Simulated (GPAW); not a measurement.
# Ag (Fm-3m) in GPAW: notebook, part 3 of 3

GPAW 26.7.0. Earlier steps stand in the parts before.

## 6. Band structure, TASK, spin-orbit coupling, no magnetisation

File run.py:

```python
import numpy as np
from ase.dft.bandgap import bandgap
from ase.io import read, write
from ase.units import GPa
from gpaw import GPAW, PW
from gpaw.spinorbit import soc_eigenstates

atoms = read('POSCAR')

calc = GPAW(mode=PW(600),
            xc='MGGA_X_TASK+LDA_C_PW',
            kpts={'size': (11, 11, 11), 'gamma': True},
            occupations={'name': 'fermi-dirac', 'width': 0.05},
            nbands=18,
            convergence={'density': 1e-05, 'energy': 1e-05},
            maxiter=150,
            txt='gpaw.txt')
atoms.calc = calc
energy = atoms.get_potential_energy()
forces = atoms.get_forces()
stress = atoms.get_stress()
calc.write('gs.gpw')
write('result.traj', atoms)
print(f'Energy: {energy:.6f} eV')
print('Forces (eV/A):')
print(forces.round(4))
print('Stress (GPa):', (stress / GPa).round(3))
print('Fermi level:', round(calc.get_fermi_level(), 4), 'eV')
print(f'Gap: {bandgap(calc)[0]:.4f} eV, direct: {bandgap(calc, direct=True)[0]:.4f} eV')

path = atoms.cell.bandpath('GXWKGLUWLK,UX', npoints=80, eps=1e-4)
bs_calc = calc.fixed_density(kpts=path, symmetry='off', nbands=26,
                             convergence={'bands': 'CBM+6.0', 'eigenstates': 1e-6}, txt='bands.txt')
bs = bs_calc.band_structure()
bs.write('bs.json')
print(f'Gap on the path: {bandgap(bs_calc)[0]:.4f} eV')

soc = soc_eigenstates(bs_calc, theta=54.7, phi=45, ignore_xc_potential=True)
np.savetxt('soc_bands.dat', soc.eigenvalues(), fmt='%.4f')
mesh = soc_eigenstates('gs.gpw', theta=54.7, phi=45, ignore_xc_potential=True)
np.savetxt('soc_mesh.dat', mesh.eigenvalues(), fmt='%.4f')
print('Fermi level with spin-orbit coupling:', round(mesh.fermi_level, 4), 'eV')
```

File POSCAR:

```
Ag
1.0
    0.0000000000      2.0427500000      2.0427500000
    2.0427500000      0.0000000000      2.0427500000
    2.0427500000      2.0427500000      0.0000000000
Ag
1
Direct
    0.0000000000      0.0000000000      0.0000000000
```

Potentials or basis: GPAW PAW data sets (gpaw-data 1.2.1), pw.

Command:

```console
$ OMP_NUM_THREADS=1 python run.py
```

gpaw.txt:

```text
__  _  _
 | _ |_)|_||  |
 |__||  | ||/\| - 26.7.0

Input parameters:
  mode=PW(ecut=600.0),
  convergence={'density': 1e-05, 'energy': 1e-05},
  kpts=MonkhorstPack(size=(11, 11, 11), gamma=True),
  maxiter=150,
  nbands=18,
  occupations=Occupations(name='fermi-dirac', width=0.05),
  xc=XC(name='MGGA_X_TASK+LDA_C_PW')

Diagonalizing LCAO Hamiltonian
Converting LCAO to pw mode

       Ag

Atoms  # Å, Bohr magnetons
|   | symbol |        x |        y |        z |    initial magnetic moments |
|---|--------|----------|----------|----------|-----------------------------|
| 0 |     Ag | 0.000000 | 0.000000 | 0.000000 | ( 0.0000,  0.0000,  0.0000) |

Unit cell  # Å
| periodic |        x |        y |        z |  lengths |    angles |
|----------|----------|----------|----------|----------|-----------|
|      yes | 0.000000 | 2.042750 | 2.042750 | 2.888885 | 60.000000 |
|      yes | 2.042750 | 0.000000 | 2.042750 | 2.888885 | 60.000000 |
|      yes | 2.042750 | 2.042750 | 0.000000 | 2.888885 | 60.000000 |

Number of symmetries: 48
Symmetry operations  # r_c * U_cc + t_c -> r_c
|    | kind |            matrix            |
|----|------|------------------------------|
|  0 |  σ   |  1, 0, 0,  1, 0,-1,  1,-1, 0 |
|  1 |  C2  |  1, 0, 0,  1,-1, 0,  1, 0,-1 |
|  2 |  E   |  1, 0, 0,  0, 1, 0,  0, 0, 1 |
|  3 |  σ   |  1, 0, 0,  0, 0, 1,  0, 1, 0 |
|  4 |  C4  |  1, 0,-1,  1, 0, 0,  1,-1, 0 |
|  5 |  S6  |  1, 0,-1,  1,-1, 0,  1, 0, 0 |
|  6 |  σ   |  1, 0,-1,  0, 1,-1,  0, 0,-1 |
|  7 |  C3  |  1, 0,-1,  0, 0,-1,  0, 1,-1 |
|  8 |  S6  |  1,-1, 0,  1, 0, 0,  1, 0,-1 |
|  9 |  C4  |  1,-1, 0,  1, 0,-1,  1, 0, 0 |
| 10 |  C3  |  1,-1, 0,  0,-1, 1,  0,-1, 0 |
| 11 |  σ   |  1,-1, 0,  0,-1, 0,  0,-1, 1 |
| 12 |  σ   |  0, 1, 0,  1, 0, 0,  0, 0, 1 |
| 13 |  C4  |  0, 1, 0,  0, 1,-1, -1, 1, 0 |
| 14 |  C3  |  0, 1, 0,  0, 0, 1,  1, 0, 0 |
| 15 |  S6  |  0, 1, 0, -1, 1, 0,  0, 1,-1 |
| 16 |  C2  |  0, 1,-1,  1, 0,-1,  0, 0,-1 |
| 17 |  σ   |  0, 1,-1,  0, 1, 0, -1, 1, 0 |
| 18 |  S4  |  0, 1,-1,  0, 0,-1,  1, 0,-1 |
| 19 |  C4  |  0, 1,-1, -1, 1, 0,  0, 1, 0 |
| 20 |  C3  |  0, 0, 1,  1, 0, 0,  0, 1, 0 |
| 21 |  σ   |  0, 0, 1,  0, 1, 0,  1, 0, 0 |
| 22 |  S6  |  0, 0, 1,  0,-1, 1, -1, 0, 1 |
| 23 |  C4  |  0, 0, 1, -1, 0, 1,  0,-1, 1 |
| 24 |  S4  |  0, 0,-1,  1, 0,-1,  0, 1,-1 |
| 25 |  C3  |  0, 0,-1,  0, 1,-1,  1, 0,-1 |
| 26 |  C2  |  0, 0,-1,  0,-1, 0, -1, 0, 0 |
| 27 |  S6  |  0, 0,-1, -1, 0, 0,  0,-1, 0 |
| 28 |  S4  |  0,-1, 1,  1,-1, 0,  0,-1, 0 |
| 29 |  C4  |  0,-1, 1,  0, 0, 1, -1, 0, 1 |
| 30 |  C2  |  0,-1, 1,  0,-1, 0,  1,-1, 0 |
| 31 |  σ   |  0,-1, 1, -1, 0, 1,  0, 0, 1 |
| 32 |  C3  |  0,-1, 0,  1,-1, 0,  0,-1, 1 |
| 33 |  S6  |  0,-1, 0,  0, 0,-1, -1, 0, 0 |
| 34 |  S4  |  0,-1, 0,  0,-1, 1,  1,-1, 0 |
| 35 |  C2  |  0,-1, 0, -1, 0, 0,  0, 0,-1 |
| 36 |  C2  | -1, 1, 0,  0, 1, 0,  0, 1,-1 |
| 37 |  S6  | -1, 1, 0,  0, 1,-1,  0, 1, 0 |
| 38 |  S4  | -1, 1, 0, -1, 0, 1, -1, 0, 0 |
| 39 |  C3  | -1, 1, 0, -1, 0, 0, -1, 0, 1 |
| 40 |  S6  | -1, 0, 1,  0, 0, 1,  0,-1, 1 |
| 41 |  C2  | -1, 0, 1,  0,-1, 1,  0, 0, 1 |
| 42 |  C3  | -1, 0, 1, -1, 1, 0, -1, 0, 0 |
| 43 |  S4  | -1, 0, 1, -1, 0, 0, -1, 1, 0 |
| 44 |  C2  | -1, 0, 0,  0, 0,-1,  0,-1, 0 |
| 45 |  i   | -1, 0, 0,  0,-1, 0,  0, 0,-1 |
| 46 |  σ   | -1, 0, 0, -1, 1, 0, -1, 0, 1 |
| 47 |  C2  | -1, 0, 0, -1, 0, 1, -1, 1, 0 |

BZ-sampling:
  Number of BZ points: 1331
  Number of IBZ points: 56

  Monkhorst-Pack size: [11, 11, 11]
  Monkhorst-Pack shift: [0, 0, 0]

K-points  # in reciprocal-cell coordinates
|     |                                coordinates |     weight |
|-----|--------------------------------------------|------------|
|   0 | (  0.00000000,   0.00000000,   0.00000000) | 0.00075131 |
|   1 | (  0.09090909,   0.09090909,   0.00000000) | 0.00450789 |
|   2 | (  0.09090909,   0.09090909,   0.09090909) | 0.00601052 |
|   3 | (  0.18181818,   0.09090909,   0.09090909) | 0.00901578 |
|   4 | (  0.18181818,   0.18181818,   0.00000000) | 0.00450789 |
|   5 | (  0.18181818,   0.18181818,   0.09090909) | 0.01803156 |
|   6 | (  0.18181818,   0.18181818,   0.18181818) | 0.00601052 |
|   7 | (  0.27272727,   0.18181818,   0.09090909) | 0.01803156 |
|   8 | (  0.27272727,   0.18181818,   0.18181818) | 0.01803156 |
|   9 | (  0.27272727,   0.27272727,   0.00000000) | 0.00450789 |
| ... |                                            |            |
|  55 | (  0.45454545,   0.45454545,   0.45454545) | 0.00601052 |

Plane wave coefficients: 578
Cutoff: 600.0 eV

Spin-components: 1 (collinear spins)
Bands:           18
Projectors:      6
Spin-degeneracy: 2
Datatype:        complex128

Parallelization:
  kpt:    1
  domain: 1
  band:   1

Density:
  Valence electrons: 17.0
  Components: 1
  Grid points: [18 18 18]
  Charge: 0.0  # |e|

Potential:
  Grid points: [18 18 18]

species:
  Ag:
    name:    Silver
    Z:       47.0
    valence: 17
    core:    30
    charge:  0.0  # [|e|]
    compensation charges:
      type: gauss
      rc: 0.40  # [Å]
      lmax: 2
    cutoffs:
      filter: 2.35  # [Å]
      core: 2.19  # [Å]
    projectors
    | kind |    occ | energy [eV] | rcut [Å] |
    |------|--------|-------------|----------|
    |   5s |  1.000 |      -4.401 |    1.286 |
    |   4p |  6.000 |     -58.577 |    1.328 |
    |   5p |  0.000 |      -0.738 |    1.328 |
    |   4d | 10.000 |      -7.446 |    1.180 |
    |    s |        |      22.811 |    1.286 |
    |    d |        |      19.766 |    1.180 |

    Using partial waves for Ag as LCAO basis

Reference energy: -144597.826354  # eV

eigensolver:
  PPCG
  Converge bands: occupied
  niter=2

density mixing:
  MSR1-Mixer
  Pratt-step length: 0.05
  Maximum mixing coefficient: 0.75
  Old densities: 10
  SVD Regularization: 0.005
  Good broyden scale: 1.0
  Trust region scale: 1.0
  Backstep threshold: 4.0
  History deletion threshold: 6.0
  Fourier metric: weight=20.0, sigma=0.015

occupation numbers:
  Fermi-Dirac:
    width: 0.0500  # eV

poisson solver:
  ecut: 4800.0  # eV

xc functional:
  name: MGGA_X_TASK+LDA_C_PW with 2 nearest neighbor stencil

convergence criteria:
- Maximum integral of absolute [dens]ity change: 1e-05 electrons / valence electron
- Maximum [total energy] change in last 3 cyles: 1e-05 eV / valence electron
- Maximum integral of absolute [eigenst]ate change: 4e-08 eV^2 / valence electron
maximum number of iterations: 150

SCF iterations
|iter     | |      energy | eigst |  dens |
|---------|-|-------------|-------|-------|
|iter:   1| |    6.536886 | -0.26 |       |
|iter:   2| |   19.977794 | -0.96 | -1.31 |
|iter:   3| |   19.937233 | -3.45 | -1.78 |
|iter:   4| |   19.878780 | -2.16 | -1.79 |
|iter:   5| |   19.890045 | -4.45 | -1.94 |
|iter:   6| |   19.894040 | -4.49 | -2.08 |
|iter:   7| |   19.900001 | -3.85 | -2.14 |
|iter:   8| |   19.899668 | -5.51 | -2.98 |
|iter:   9| |   19.899542 | -4.84 | -3.31 |
|iter:  10| |   19.899527c| -5.73 | -3.62 |
|iter:  11| |   19.899525c| -7.00 | -4.26 |
|iter:  12| |   19.899525c| -7.54c| -4.69 |
|iter:  13| |   19.899525c| -8.97c| -6.04c|

Converged in 13 steps
Energy contributions relative to reference atoms: (reference = -144597.826354)

Energy contributions:
  Kinetic:          10.468454
  Coulomb:          -9.877889
  Zero:              0.153688
  External:          0.000000
  Xc:               19.157020
  Entropy:          -0.003496
  Spinorbit:         0.000000
  ----------------------------
  Free energy:      19.897777
  Extrapolated:     19.899525

dipole moment: (-12.657510, -12.657510, -12.657510)  # |e|*Ang

Fermi level: 8.617
Eigenvalues  # (at kpt = [0.000, 0.000, 0.000])
| band index |      eig [eV] | occ [0-2] |
|------------|---------------|-----------|
|          0 |       -49.923 |     2.000 |
|          1 |       -49.923 |     2.000 |
|          2 |       -49.923 |     2.000 |
|          3 |        -0.195 |     2.000 |
|          4 |         2.772 |     2.000 |
|          5 |         2.772 |     2.000 |
[... 10 lines left out ...]
|         16 |        36.160 |     0.000 |
|         17 |        41.785 |     0.000 |

No gap
No difference between direct/indirect transitions

Forces  # eV/Ang
|       x |       y |        z |
|---------|---------|----------|
| 0.00000 | 0.00000 | -0.00000 |  # Ag   0

Stress tensor  # eV/Ang^3
|         x |         y |         z |
|-----------|-----------|-----------|
| -0.034132 |  0.000000 |  0.000000 |
|  0.000000 | -0.034132 |  0.000000 |
|  0.000000 |  0.000000 | -0.034132 |

# Writing to gs.gpw (mode='')
```

It took 85 s on 1 thread of Arm Neoverse V2, shared host; peak memory 0.33 GiB.

What came out:

- Free energy: 19.8978 eV
- Pressure: 5.5 GPa
- Band gap along the path: none (metal or under the smearing width)

Levels at the corners of the path, in eV from the Fermi level:
```tsv
point	band 12	band 13	band 14	band 15	band 16	band 17	band 18	band 19	band 20
Γ	-6.03	-5.64	-5.64	-4.70	-4.70	-4.70	-4.70	17.51	17.51
X	-4.01	-3.81	-3.81	-3.48	-3.48	1.61	1.61	6.97	6.97
W	-6.03	-4.71	-4.71	-3.66	-3.66	6.15	6.15	6.51	6.51
K	-5.06	-4.52	-4.52	-3.93	-3.93	4.48	4.48	5.51	5.51
Γ	-6.03	-5.64	-5.64	-4.70	-4.70	-4.70	-4.70	17.51	17.51
L	-5.69	-4.00	-4.00	-3.78	-3.78	-0.62	-0.62	3.53	3.53
U	-5.06	-4.52	-4.52	-3.93	-3.93	4.48	4.48	5.51	5.51
W	-6.03	-4.71	-4.71	-3.66	-3.66	6.15	6.15	6.51	6.51
L	-5.69	-4.00	-4.00	-3.78	-3.78	-0.62	-0.62	3.53	3.53
K	-5.06	-4.52	-4.52	-3.93	-3.93	4.48	4.48	5.51	5.51
U	-5.06	-4.52	-4.52	-3.93	-3.93	4.48	4.48	5.51	5.51
X	-4.01	-3.81	-3.81	-3.48	-3.48	1.61	1.61	6.97	6.97
```

Caveat: spin-orbit coupling was added after a scalar SCF, so levels and gaps hold it while energy, forces, pressure and moments don't; this program's spin-orbit splittings come out too wide for heavy elements; the PAW data sets were made with another functional, which shifts forces and pressure a little.

## 7. Summary

| task | level | spin | band path | band points | spin axis theta (degrees) | spin axis phi (degrees) | pressure (GPa) |
| --- | --- | --- | --- | --- | --- | --- | --- |
| band structure | PBE | SOC, no magnetisation | GXWKGLUWLK,UX | 60 | 90 | 45 | 4.3 |
| equation of state | SCAN+D4 | off | - | - | - | - | - |
| band structure | vdW-DF-cx | SOC, no magnetisation | GXWKGLUWLK,UX | 60 | 0 | 0 | - |
| equation of state | rSCAN | off | - | - | - | - | - |
| band structure | TASK | SOC, no magnetisation | GXWKGLUWLK,UX | 80 | 54.7 | 45 | 5.5 |

Alike in all rows: potentials or basis GPAW PAW data sets (gpaw-data 1.2.1), pw; cell as given; k mesh 11 × 11 × 11; cutoff (eV) 600; smearing fermi-dirac 0.05 eV.

Caveats: the PAW data sets were made with another functional, which shifts forces and pressure a little (some runs); spin-orbit coupling was added after a scalar SCF, so levels and gaps hold it while energy, forces, pressure and moments don't (some runs); this program's spin-orbit splittings come out too wide for heavy elements (some runs); the points scatter about the fit (some runs).

Absolute energies hang on the potentials; compare differences alone.
